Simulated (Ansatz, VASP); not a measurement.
**One calculation of Ta2N, two programs**

INCAR

```
SYSTEM = Ta2N
ALGO = Normal ; EDIFF = 1E-6
ENCUT = 520 ; GGA = PE
ISIF = 2 ; ISMEAR = 0
ISPIN = 2 ; LASPH = .TRUE.
LCHARG = .TRUE. ; LELF = .TRUE.
LMAXMIX = 4 ; LORBIT = 11
LREAL = .FALSE. ; LVHAR = .TRUE.
LWAVE = .FALSE. ; MAGMOM = 1 1 0
NBANDS = 24 ; NELM = 150
PREC = Accurate ; SIGMA = 0.1
```

The input KPOINTS:

```
k-points
0
G
  6 6 4
  0 0 0
```

POSCAR

```
Ta2N
1.0
    3.1147406689      0.0000000000      0.0000000000
   -1.5573703345      2.6974445455      0.0000000000
    0.0000000000      0.0000000000      4.8563767997
Ta N
2 1
Direct
    0.3333333333      0.6666666667      0.7525084988
    0.6666666667      0.3333333333      0.2474915012
    0.0000000000      0.0000000000      0.5000000000
```

Input for Ansatz:

```yaml
crystal:
  lattice:
    - [3.1147406689, 0.0, 0.0]
    - [-1.5573703345, 2.6974445455, 0.0]
    - [0.0, 0.0, 4.8563767997]
  atoms:
    - { symbol: Ta, position: [0.3333333333, 0.6666666667, 0.7525084988], spin: 1.0 }
    - { symbol: Ta, position: [0.6666666667, 0.3333333333, 0.2474915012], spin: 1.0 }
    - { symbol: "N", position: [0.0, 0.0, 0.5] }
basis:
  ecutwfc: 420
kpoints:
  mp_grid: { grid: [6, 6, 4] }
hamiltonian:
  xc: pbe
scf:
  occupations: { method: gaussian, width: 0.1 }
  lower_state_search: "off"
output:
  forces: true
  stress: true
  eigenvalues: true
  populations: true
magnetization:
  spin_polarized: true
```

Alike in both runs: task single point; functional PBE; k mesh 6 × 6 × 4; occupations gaussian, width 0.1 eV; collinear spin.

|  | VASP | Ansatz |
| --- | --- | --- |
| version | VASP 6.6.1 | Ansatz 0.2.0 |
| potentials or method | VASP PAW PBE potentials, release 64 (Ta_pv, N) | scalar-relativistic, plane waves, PAW |
| plane-wave cutoff (eV) | 520 | 420 |
| valence electrons in the cell | 27 | 31 |

|  | VASP | Ansatz | Ansatz less VASP |
| --- | --- | --- | --- |
| gap on the k mesh at the Fermi level (eV) | none | none | - |
| pressure (GPa) | 0.2 | -0.3 | -0.44 |
| largest component of the traceless stress (GPa) | 0.20 | 0.23 | +0.040 |
| rms of the force components (eV/Å) | 0.022 | 0.000 | -0.0217 |
| net moment per atom (μB) | 0.00 | 0.00 | 0.000 |

Atom by atom the forces differ by 0.022 eV/Å (rms over components). A gap of «none» marks a metal or a gap that the smearing closes. The two sets of potentials don't hold the same shells in valence. Ansatz warned: «seeded_moment_not_kept».

Caveats: the k mesh is coarse (spacing up to 0.39 Å⁻¹), so the values aren't converged. The runs have no spin-orbit coupling, so splittings on Ta are missing.
